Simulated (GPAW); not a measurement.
The system is BP.

```
P B
1.0
     0.00000    2.26900    2.26900
     2.26900    0.00000    2.26900
     2.26900    2.26900    0.00000
P B
1 1
Direct
  0.75000 0.75000 0.75000
  0.00000 0.00000 0.00000
```

Program: GPAW 26.7.0. Alike in all runs: no spin polarisation; cell as given. Hardware: 1 thread of Intel(R) Xeon(R) Platinum 8488C (Sapphire Rapids) (shared host).

Q: Order these runs on this cell by their wall time, lowest first.
A. task band structure; level r2SCAN; potentials or basis GPAW PAW data sets (gpaw-data 1.2.1), pw; k mesh 10 × 10 × 10; cutoff (eV) 800; smearing fermi-dirac 0.05 eV; band path GXWKGLUWLK,UX; band points 80; mesh quality not flagged
B. task electron localisation function; level MS2; potentials or basis GPAW PAW data sets (gpaw-data 1.2.1), pw; k mesh 5 × 5 × 5; cutoff (eV) 680; smearing fermi-dirac 0.01 eV; mesh quality coarse
C. task band structure; level RPBE; potentials or basis the program's PAW data sets (release 1.2.1) made for this functional, pw; k mesh 10 × 10 × 10; cutoff (eV) 800; smearing fermi-dirac 0.05 eV; band path GXWKGLUWLK,UX; band points 80; mesh quality not flagged

A: B (5.6 s), C (22 s), A (64 s).

Caveats: some runs use coarse meshes.

Not every run made on this cell is shown here.
